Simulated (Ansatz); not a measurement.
**1T-VSSe monolayer in a perpendicular field**

Wanted: the out-of-plane response of the 1T-VSSe monolayer. A positive field points along +c.

Program: Ansatz 0.2.0. Level of theory: plane-wave DFT, PBE-D3(BJ), Ansatz PAW. Results are calculated unless marked as measured.

## Step 1: The starting structure

The cell holds 3 atoms: 1 Se, 1 V and 1 S. Its edges and angles: a = 3.250 Å, b = 3.250 Å, c = 37.766 Å, α = 90.0°, β = 90.0°, γ = 120.0°. Vacuum lies along c.

## Step 2: Relaxation

The starting cell is a guess, so the in-plane lattice and the atoms are relaxed first, with the slab cut off from its images along the normal.

The input, input.yaml:

```yaml
crystal:
  lattice:
    - [3.25, 0.0, 0.0]
    - [-1.625, 2.8145825623, 0.0]
    - [0.0, 0.0, 37.7660927913]
  atoms:
    - { symbol: Se, position: [0.6666666667, 0.3333333333, 0.4554349875] }
    - { symbol: V, position: [0.0, 0.0, 0.5029758306], spin: 1.0 }
    - { symbol: S, position: [0.3333333333, 0.6666666667, 0.5445650125] }
  periodic: [true, true, false]
magnetization:
  spin_polarized: true
kpoints:
  mp_grid: { grid: [12, 12, 1] }
hamiltonian:
  xc: pbe
  dispersion: d3bj
scf:
  occupations: { method: fermi_dirac, width: 0.05 }
  convergence: { dr2_threshold: 1.0e-09 }
relax:
  f_tol: 0.004
  max_steps: 90
  cell: {}
output:
  write_potential: true
  write_density: true
  volumetric_format: npy
```

Run with:

```console
ansatz run input.yaml --threads 2 --pin off --max-ram 3072MiB --backend cpu --events-out ev --progress --plain --runs-dir out
```

Numbers of over 12 decimals in the logs are rounded to 6 here.

Log:

```text
Warning: relax.cell: scf.convergence.dr2_threshold = 1e-9 eV is looser than the 1.6792382221e-10 eV advised for a relaxation that steers and ends on the stress (1e-10 eV for each atom of the cell: 3, times the square of relax.cell.stress_2d_tol = 0.05 N/m over 13.4 Å (the atoms' height at the walk's start and 5 Å past either face), 3.741e-2 GPa, over a crystal's default 0.05). What an SCF threshold leaves in a stress goes as its square root, and in the free energy as the threshold itself, and one threshold admits the most on a small cell: [figures from the program's tests cut] Set scf.convergence.dr2_threshold to 1.6792382221e-10 eV or tighter. [rest of the remark cut]
Engine: ansatz 0.2.0, x86_64-unknown-linux-gnu
Pseudopotentials: kind: paw
Pseudopotential: Se, paw, valence charge 16, recommended cutoff 420 eV (normal), Se.paw.azcp
Pseudopotential: V, paw, valence charge 13, recommended cutoff 420 eV (normal), V.paw.azcp
Pseudopotential: S, paw, valence charge 6, recommended cutoff 420 eV (normal), S.paw.azcp
Functional definition: PBE
  parameter kappa = 0.804
  parameter beta = 0.066725
  exchange = pbe_x(kappa = kappa, mu = beta*pi^2/3)
  correlation = pbe_c(beta = beta)
Crystal: 3 atoms, lattice volume = 345.461 Å³
Basis set: ecut = 420 eV, 6895 PW (Γ), exchange–correlation on 48×48×512 points (8 copies of the dense FFT grid, shifted against one another)
Bands: 22, of which v1, the nominal top of the filled ones, is band 18 counted from 1 (17 counted from 0)
Symmetry: 6 space group operations
Space group: P3m1 (ITA 156), of the structure as read, at distance tolerance 7.0e-5 Å
Magnetic group: BNS 156.49 (UNI 1279), of the structure as read, at distance tolerance 7.0e-5 Å
k-points: 19 of 144 (time reversal used)
Non-local potential: Se, projectors of the file, l = 0: 2, l = 1: 2, l = 2: 3, l = 3: 1
Non-local potential: V, projectors of the file, l = 0: 3, l = 1: 2, l = 2: 3, l = 3: 1
Non-local potential: S, projectors of the file, l = 0: 2, l = 1: 2, l = 2: 2
PAW form: soft (Blöchl's): semilocal exchange-correlation on the pseudo side does not see the compensation charge
PAW one-centre angular grid: Se, 590 points (default); XC on 64 Gauss nodes
PAW one-centre angular grid: V, 590 points (default); XC on 64 Gauss nodes
PAW one-centre angular grid: S, 110 points (default); XC on 64 Gauss nodes
Initial density: superposition of atomic densities (neutral atoms: chi_scale 0, normalization atom)
Starting moments: Σ|m| = 1 μB on 1 of 3 sites
Initial wavefunctions: pseudopotential atomic-orbital guess
Functional: x = pbe(κ = 0.804, μ = 0.219515), c = pbe(β = 0.066725)
SCF iter   1: F=—  HF=-9287.271590 eV  |F-HF|=—  |Δ(HF+E_count)|=         —  Δρ=1.27e-2 (↑1.27e-2 ↓9.22e-3)  dr2=2.52e0  dr2_m=3.63e-2  M=0.716 μB ∫|m|=0.958 μB  β_m=0.30  ethr=3.10e-3  ⟨swp⟩=14.7  Hψ=6368  notcnv=0
Mixer restart at iter 1: flushing history
preconditioner: auto → LDOS  [metal: Δε(μ)=0.043 eV  Ē_g=7.219 eV  σ=0.050 eV  W_gap=0.21  n_scr=22 (ndim 8)  ℏωp=8.2 eV  f_vac=0.801  D(μ)=1.16/eV (n_scr^D=8)]
spin=Collinear: LDOS preconditioning applied to the charge; magnetization (m = ρ↑ − ρ↓) channel mixes plain (no charge-response kernel on spin).
SCF iter   2: F=—  HF=-9286.607986 eV  |F-HF|=—  |Δ(HF+E_count)|=   6.64e-1  Δρ=6.77e-3 (↑6.77e-3 ↓5.20e-3)  dr2=5.54e-1  dr2_m=1.43e-2  M=0.721 μB ∫|m|=0.978 μB  β_m=0.41  ethr=3.10e-3  ⟨swp⟩=2.9  Hψ=1647  notcnv=0
SCF iter   3: F=—  HF=-9286.479697 eV  |F-HF|=—  |Δ(HF+E_count)|=   1.28e-1  Δρ=2.16e-3 (↑1.95e-3 ↓2.16e-3)  dr2=2.87e-2  dr2_m=2.45e-3  M=0.723 μB ∫|m|=0.992 μB  β_m=0.65  ethr=1.58e-3  ⟨swp⟩=3.4  Hψ=1849  notcnv=0
SCF iter   4: F=—  HF=-9286.508232 eV  |F-HF|=—  |Δ(HF+E_count)|=         —  Δρ=1.34e-3 (↑1.34e-3 ↓4.73e-4)  dr2=9.69e-3  dr2_m=1.23e-3  M=0.705 μB ∫|m|=0.959 μB  β_m=0.65  ethr=8.21e-5  ⟨swp⟩=3.1  Hψ=1929  notcnv=0
SCF iter   5: F=—  HF=-9286.507042 eV  |F-HF|=—  |Δ(HF+E_count)|=         —  Δρ=1.84e-4 (↑1.43e-4 ↓1.84e-4)  dr2=2.20e-4  dr2_m=1.19e-5  M=0.714 μB ∫|m|=0.975 μB  β_m=0.65  ethr=2.77e-5  ⟨swp⟩=2.7  Hψ=1533  notcnv=0
SCF iter   6: F=—  HF=-9286.507187 eV  |F-HF|=—  |Δ(HF+E_count)|=   1.45e-4  Δρ=8.66e-5 (↑7.78e-5 ↓8.66e-5)  dr2=8.65e-5  dr2_m=5.37e-6  M=0.715 μB ∫|m|=0.975 μB  β_m=0.72  ethr=6.28e-7  ⟨swp⟩=3.4  Hψ=1856  notcnv=0
SCF iter   7: F=—  HF=-9286.507227 eV  |F-HF|=—  |Δ(HF+E_count)|=   3.99e-5  Δρ=3.36e-5 (↑2.14e-5 ↓3.36e-5)  dr2=3.42e-6  dr2_m=1.28e-6  M=0.715 μB ∫|m|=0.975 μB  β_m=0.80  ethr=2.47e-7  ⟨swp⟩=3.2  Hψ=1599  notcnv=0
SCF iter   8: F=—  HF=-9286.507236 eV  |F-HF|=—  |Δ(HF+E_count)|=   9.40e-6  Δρ=1.56e-5 (↑7.28e-6 ↓1.56e-5)  dr2=1.54e-6  dr2_m=3.17e-7  M=0.716 μB ∫|m|=0.976 μB  β_m=0.76  ethr=9.77e-9  ⟨swp⟩=3.4  Hψ=1847  notcnv=0
SCF iter   9: F=—  HF=-9286.507237 eV  |F-HF|=—  |Δ(HF+E_count)|=   4.33e-7  Δρ=9.83e-6 (↑4.95e-6 ↓9.83e-6)  dr2=5.41e-7  dr2_m=1.49e-7  M=0.716 μB ∫|m|=0.977 μB  β_m=0.88  ethr=4.40e-9  ⟨swp⟩=2.5  Hψ=1344  notcnv=0
SCF iter  10: F=—  HF=-9286.507237 eV  |F-HF|=—  |Δ(HF+E_count)|=   5.58e-8  Δρ=3.57e-6 (↑2.85e-6 ↓3.57e-6)  dr2=1.57e-7  dr2_m=1.80e-8  M=0.716 μB ∫|m|=0.977 μB  β_m=0.82  ethr=1.55e-9  ⟨swp⟩=3.1  Hψ=1474  notcnv=0
SCF iter  11: F=—  HF=-9286.507237 eV  |F-HF|=—  |Δ(HF+E_count)|=   3.08e-9  Δρ=1.33e-6 (↑1.33e-6 ↓9.45e-7)  dr2=3.22e-8  dr2_m=3.42e-10  M=0.716 μB ∫|m|=0.977 μB  β_m=0.81  ethr=4.49e-10  ⟨swp⟩=3.1  Hψ=1553  notcnv=0
SCF iter  12: F=—  HF=-9286.507237 eV  |F-HF|=—  |Δ(HF+E_count)|=   2.66e-8  Δρ=3.16e-7 (↑3.16e-7 ↓2.15e-7)  dr2=9.60e-10  dr2_m=1.78e-10  M=0.716 μB ∫|m|=0.977 μB  β_m=0.78  ethr=9.21e-11  ⟨swp⟩=3.1  Hψ=1510  notcnv=0
SCF iter  13: F=-9286.507237 eV  HF=-9286.507237 eV  |F-HF|=3.07e-10  |Δ(HF+E_count)|=   1.22e-9  Δρ=8.60e-8 (↑8.60e-8 ↓4.94e-8)  dr2=1.92e-10  dr2_m=5.60e-12  M=0.716 μB ∫|m|=0.977 μB  ethr=2.74e-12  ⟨swp⟩=7.9  Hψ=5671  notcnv=0
SCF 1 converged in 13 iterations: F = -9286.507237 eV  dr2 = 1.92e-10
  greatest PAW one-centre occupation: 1.000 electrons in one spin orbital (limit 2), on the Se atom at site 0 (counted from 0), in its partial waves of l = 2
relax step   1: F+E_penalty+E_count = -9286.50723693 eV  Δ(F+E_penalty+E_count) = +0.000e0 eV  max|allowed force component| = 1.998e0 eV/Å  Δτ_max = 0.0000 Å  P = -4.339 N/m  Ω = 345.461 Å³  fix = [c, alpha, beta]  reactions: c -0.000 N/m  (13 SCF iters, accepted)
Crystal: 3 atoms, lattice volume = 345.448 Å³
Initial density: handed on by an earlier stage of this run
Starting moments: Σ|m| = 1 μB on 1 of 3 sites; this step starts from the density that it was given
Initial wavefunctions: those handed on with the density
[...]
SCF iter   6: F=—  HF=-9286.832756 eV  |F-HF|=—  |Δ(HF+E_count)|=   9.07e-7  Δρ=1.26e-5 (↑1.26e-5 ↓1.01e-5)  dr2=1.71e-7  dr2_m=3.75e-7  M=0.572 μB ∫|m|=0.738 μB  β_m=0.92  ethr=9.86e-10  ⟨swp⟩=3.0  Hψ=1850  notcnv=0
SCF iter   7: F=—  HF=-9286.832756 eV  |F-HF|=—  |Δ(HF+E_count)|=   7.07e-8  Δρ=3.80e-6 (↑2.90e-6 ↓3.80e-6)  dr2=1.26e-7  dr2_m=1.35e-8  M=0.572 μB ∫|m|=0.739 μB  β_m=0.84  ethr=4.89e-10  ⟨swp⟩=2.9  Hψ=1772  notcnv=0
SCF iter   8: F=—  HF=-9286.832757 eV  |F-HF|=—  |Δ(HF+E_count)|=   1.22e-8  Δρ=1.27e-6 (↑1.27e-6 ↓1.09e-6)  dr2=1.00e-8  dr2_m=2.64e-9  M=0.573 μB ∫|m|=0.739 μB  β_m=0.83  ethr=3.60e-10  ⟨swp⟩=3.1  Hψ=1662  notcnv=0
SCF iter   9: F=—  HF=-9286.832757 eV  |F-HF|=—  |Δ(HF+E_count)|=   1.58e-9  Δρ=2.53e-7 (↑2.53e-7 ↓2.45e-7)  dr2=5.69e-10  dr2_m=1.27e-10  M=0.573 μB ∫|m|=0.739 μB  β_m=0.83  ethr=2.87e-11  ⟨swp⟩=2.8  Hψ=1631  notcnv=0
SCF iter  10: F=-9286.832757 eV  HF=-9286.832757 eV  |F-HF|=1.16e-9  |Δ(HF+E_count)|=   1.14e-9  Δρ=1.18e-7 (↑7.90e-8 ↓1.18e-7)  dr2=3.11e-10  dr2_m=1.32e-11  M=0.573 μB ∫|m|=0.739 μB  ethr=1.63e-12  ⟨swp⟩=8.3  Hψ=6177  notcnv=0
SCF 3 converged in 10 iterations: F = -9286.832757 eV  dr2 = 3.11e-10
relax step   3: F+E_penalty+E_count = -9286.83275650 eV  Δ(F+E_penalty+E_count) = -2.095e-2 eV  max|allowed force component| = 1.355e-1 eV/Å  Δτ_max = 0.0431 Å  P = -0.473 N/m  Ω = 341.742 Å³  energy of the carried Pulay correction = +8.286e-5 eV  fix = [c, alpha, beta]  reactions: c -0.000 N/m  (10 SCF iters, accepted)
[...]
relax step   4: F+E_penalty+E_count = -9286.83403594 eV  Δ(F+E_penalty+E_count) = -1.279e-3 eV  max|allowed force component| = 1.739e-2 eV/Å  Δτ_max = 0.0050 Å  P = -0.051 N/m  Ω = 340.063 Å³  energy of the carried Pulay correction = +1.206e-4 eV  fix = [c, alpha, beta]  reactions: c -0.000 N/m  (9 SCF iters, accepted)
[...]
relax step   5: F+E_penalty+E_count = -9286.83406430 eV  Δ(F+E_penalty+E_count) = -2.837e-5 eV  max|allowed force component| = 8.203e-3 eV/Å  Δτ_max = 0.0005 Å  P = -0.019 N/m  Ω = 339.818 Å³  energy of the carried Pulay correction = +1.261e-4 eV  fix = [c, alpha, beta]  reactions: c -0.000 N/m  (7 SCF iters, accepted)
[...]
relax step   6: F+E_penalty+E_count = -9286.83407386 eV  Δ(F+E_penalty+E_count) = -9.552e-6 eV  max|allowed force component| = 6.958e-4 eV/Å  Δτ_max = 0.0005 Å  P = -0.002 N/m  Ω = 339.649 Å³  energy of the carried Pulay correction = +1.299e-4 eV  fix = [c, alpha, beta]  reactions: c -0.000 N/m  (7 SCF iters, accepted)
Initial wavefunctions: pseudopotential atomic-orbital guess (no wavefunctions were taken with the density)
iter 1 solved again at ethr=7.94e-8 eV; its pass at ethr=3.10e-3 eV (dr2=2.78e-5 eV) is discarded
SCF iter   1: F=—  HF=-9286.833913 eV  |F-HF|=—  |Δ(HF+E_count)|=         —  Δρ=4.17e-6 (↑4.17e-6 ↓4.01e-6)  dr2=1.18e-7  dr2_m=2.06e-9  M=0.542 μB ∫|m|=0.697 μB  β_m=0.65  ethr=7.94e-8  ⟨swp⟩=6.2  Hψ=9866  notcnv=0
spin=Collinear: LDOS preconditioning applied to the charge; magnetization (m = ρ↑ − ρ↓) channel mixes plain (no charge-response kernel on spin).
SCF iter   2: F=—  HF=-9286.833923 eV  |F-HF|=—  |Δ(HF+E_count)|=   9.59e-6  Δρ=2.52e-6 (↑2.52e-6 ↓1.77e-6)  dr2=4.75e-8  dr2_m=1.08e-9  M=0.542 μB ∫|m|=0.697 μB  β_m=0.54  ethr=3.37e-10  ⟨swp⟩=3.7  Hψ=1958  notcnv=0
SCF iter   3: F=—  HF=-9286.833923 eV  |F-HF|=—  |Δ(HF+E_count)|=   5.08e-9  Δρ=6.79e-7 (↑6.79e-7 ↓5.95e-7)  dr2=4.35e-9  dr2_m=3.45e-11  M=0.542 μB ∫|m|=0.697 μB  β_m=0.59  ethr=1.36e-10  ⟨swp⟩=2.6  Hψ=1213  notcnv=0
SCF iter   4: F=-9286.833923 eV  HF=-9286.833923 eV  |F-HF|=1.40e-8  |Δ(HF+E_count)|=   2.94e-8  Δρ=2.51e-7 (↑2.51e-7 ↓2.01e-7)  dr2=5.71e-10  dr2_m=3.97e-12  M=0.542 μB ∫|m|=0.697 μB  ethr=2.86e-12  ⟨swp⟩=11.3  Hψ=6821  notcnv=0
SCF 7 converged in 4 iterations: F = -9286.833923 eV  dr2 = 5.71e-10
relax step   7: F+E_penalty+E_count = -9286.83392310 eV  Δ(F+E_penalty+E_count) = +1.508e-4 eV  max|allowed force component| = 7.920e-4 eV/Å  Δτ_max = 0.0000 Å  P = +0.001 N/m  Ω = 339.649 Å³  fix = [c, alpha, beta]  reactions: c +0.000 N/m  stress off target by 6.27e-4 N/m on what of the cell is left free  SCF on the basis re-selected at this cell (its energy is not comparable with the rows above)  (4 SCF iters)
basis re-selected at this cell: Δ(F+E_penalty+E_count) = +1.508e-4 eV, ΔP = +0.003 N/m vs the last step (what re-selecting the basis moved, of the pressure what is left beyond the Pulay correction that the steps carried, after the strain that the cell walked since its last selection, with what the two solves' SCF thresholds leave and, on support functions, any second-order correction that the steps lacked; it is no m [...]
WARN: The output density's exchange-correlation potential varies sharply where the density is thin. Do not read a vacuum level from v_tot or v_xc, or from such a field of the output density. On a cell that repeats whose density bears no net charge and no dipole along the vacuum's axis use v_es (v_loc + v_h of the components); under efield.dipole_correction with no amplitude use v_es + v_field, which holds any externa [...]
SCF converged after 4 iterations
Magnetization: 0.5420 μB (17.7710 up, 17.2290 down)
Absolute magnetization: 0.6942 μB (∫|ρ↑−ρ↓|, with the PAW one-centre terms)
Spin contamination: 0.0147 ħ² per cell (⟨S²⟩ above its minimum at these occupations)
Per-site moments (μB) at R_I (Å): [(-0.037003, 1.024989), (0.479730, 0.962696), (-0.00507165, 0.962696)]
Free energy (F): -9286.833923 eV
Harris-Foulkes:  -9286.833923 eV  (|F-HF|=1.40e-8)
Internal energy: -9286.816939 eV  (E = F + TS)
E sigma→0 (E₀):  -9286.825431 eV
Entropy (-TS):   -0.016984 eV (-5.661 meV/atom)
Fermi energy:    -5.170606 eV
--- Per-component energies (eV) ---
  E_band       = -1110.364337
  E_kinetic    = 562.191650
  E_local      = -102289.764394  (includes V_loc(G=0)·N_el)
  E_nonlocal   = -613.344338
  E_hartree    = 50782.660764
  E_xc         = -332.318119
  E_vxc        = -351.707622  (∫ρ·V_xc dr)
  E_paw        = -3623.914306  (= ΣΔE_a)
  E_vpaw       = 16.937699  (= ΣTr[D̂ρ^β])
  E_aug_tail   = -0.000332  (compensation charges beyond the density's cutoff)
  E_ewald      = 46228.610764
  E_disp       = -0.938628  (pairwise vdW)
  E_smearing   = -0.016984  (= −TS)
  E_closure    = 0.000000  (closes the sum)
  Σ components = -9286.833923   (vs F -9286.833923, Δ=0.00e0)
--- Forces (eV/Å), atoms counted from 1 ---
  atom   1  Se    -0.00000000     0.00000000    -0.00010754
  atom   2  V      0.00000000    -0.00000000    -0.00068330
  atom   3  S      0.00000000     0.00000000     0.00079260
  max |Σ_I F_I| component: 1.75e-6 eV/Å
--- 2D stress c σ (N/m, compression-positive) ---
        0.000627      -0.000000       0.000000
       -0.000000       0.000627       0.000000
        0.000000       0.000000       0.000000
  P = ½ c Tr σ = 0.0006 N/m
--- Band table (eV; the first three rows and the last of 38) ---
  k-point 0 ↑: bands = [... 14 lower, -7.5138, -5.5152, -5.5152, -5.2609, -4.2904, -4.2904, -1.7615, -1.7615]
  k-point 1 ↑: bands = [... 14 lower, -7.1594, -5.8909, -5.7086, -5.3496, -4.3477, -4.1678, -2.2116, -1.8612]
  k-point 2 ↑: bands = [... 14 lower, -7.1519, -6.7684, -6.0444, -5.4736, -4.3733, -4.0412, -2.8389, -2.0363]
  k-point 18 ↓: bands = [... 14 lower, -8.6294, -8.0140, -7.9761, -4.0445, -3.9943, -3.9563, -2.4998, -2.2536]
  the weakly bound empty levels are not read free of the cell's end (no_gap_told)
--- Relaxed structure (6 steps of the walk, 6 accepted, 1 SCFs on fresh bases) ---
  F+E_penalty+E_count = -9286.83392310 eV   max|allowed force component| = 7.920e-4 eV/Å   (the final SCF, on the basis selected at the relaxed cell)
  cell:  # Å, volume = 339.6494 Å³
    - [3.222546, 0.0, 0]
    - [-1.611273, 2.790806, 0]
    - [0, 0, 37.7660927913]
  atoms:
    - { symbol: Se, position: [0.666667, 0.333333, 0.459482] }
    - { symbol: V, position: [2.0267838230836705e-19, 0, 0.503094] }
    - { symbol: S, position: [0.333333, 0.666667, 0.540400] }
```

It took 4.6 min on 2 threads of AMD EPYC (Zen 3), shared host; peak memory 0.75 GiB.

Step by step:

```
step  energy less that of the first step (eV)  largest force component (eV/Å)  volume (Å³)
   1                                   0.0000                          1.9980       345.46
   2                                  -0.3046                          0.6955       345.45
   3                                  -0.3255                          0.1355       341.74
   4                                  -0.3268                          0.0174       340.06
   5                                  -0.3268                          0.0082       339.82
   6                                  -0.3268                          0.0007       339.65
  7*                                  -0.3267                          0.0008       339.65
```

Relaxation steps marked * repeat the geometry before them on a plane-wave basis chosen anew for their cell, so energy and pressure can jump there.

Forces are held to the 6 operations that the run works with; a distortion that breaks them can't arise in this run.

```
cell as run  before  after  change
      a (Å)   3.250  3.223  -0.8 %
      b (Å)   3.250  3.223  -0.8 %
```

The atoms that moved most (Å, along periodic axes as changes of fractional coordinates times the final cell, across vacuum about the mean position):

```
atom     dx     dy      dz  length
  S3  0.000  0.000  -0.157   0.157
 Se1  0.000  0.000   0.153   0.153
```

Final coordinates:

```xyz
3
Lattice="3.2225 0.0000 0.0000 -1.6113 2.7908 0.0000 0.0000 0.0000 37.7661" Properties=species:S:1:pos:R:3
Se    1.6113    0.9303   17.3528
V     0.0000    0.0000   18.9999
S     0.0000    1.8605   20.4088
```

This step gave:

- energy at zero smearing: -9286.8254 eV
- total moment: 0.5420 μB
- site moments: -0.03700, 0.4797, -0.005072 μB

Site moment by atom:

```
atom  site moment (μB)
 Se1            -0.037
  V2             0.480
  S3            -0.005
```

The lattice constant a goes from 3.250 to 3.223 Å.

(Part 1 of 3 ends here.)

[Logs are printed without paths, hosts, clocks, repeated set-up lines and the standing remarks that a program may print on its own settings, such as how far it seeks lower states.]

[Hosts, paths, dates, database ids (printed as entryN), source tags and the programs' standing remarks are cut or masked in the printed files.]

[Maps of the electrostatic potential energy from Ansatz leave out the sawtooth potential of an applied field or a dipole correction, so their vacuum need not be flat; planar profiles and work functions include it.]
